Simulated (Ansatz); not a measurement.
# FeO (Wuestite) under changes of volume

One of the cells (10.067 Å³/atom); the others are scaled copies at fixed shape and fractional positions:

```xyz
2
Lattice="1.5188 0.8769 2.5196 -1.5188 0.8769 2.5196 0.0000 -1.7538 2.5196" Properties=species:S:1:pos:R:3 pbc="T T T"
Fe    0.0000    0.0000    0.0000
O     0.0000    0.0000    3.7794
```

| Property | Result |
| --- | --- |
| Program | Ansatz 0.2.0 |
| Functional | PBEsol |
| Potentials or basis | all-electron LAPW, scalar-relativistic |
| Cutoff | 348 eV (chosen from the basis error) |
| Basis error allowed | 0.001 eV/atom |
| k mesh | 11 × 11 × 11 |
| Occupations | fermi-dirac, width 0.05 eV |
| Spin | collinear spin, ferromagnetic start |
| Starting moments | [3.0, 0.0] μB |

```csv
volume (Å³/atom),energy over the lowest point (meV/atom),pressure (GPa)
9.463,0.04,2.3
9.664,0.00,-2.1
9.866,5.21,-6.0
10.067,15.06,-9.5
10.268,29.07,-12.6
10.470,?,?
10.671,67.79,-17.8
```

Task: What does the run at 10.470 Å³/atom give?

Result: Energy over the lowest point 46.78 meV/atom; pressure -15.4 GPa.

Worked out: A Birch-Murnaghan fit of order 3 (a polynomial in V^(-2/3)) to the other rows has its minimum at 9.56 Å³/atom with B0 = V·E''(V) = 210 GPa and B' = 4.6 at fixed shape and positions, which overstates the stiffness. It gives 46.83 meV/atom at 10.470 Å³/atom, against the run's 46.78, and -dE/dV = -15.5 GPa, against -15.4.

Energies are extrapolated to zero smearing.

Caveats: a cell with one magnetic atom can't hold antiferromagnetic order, which such compounds often take.
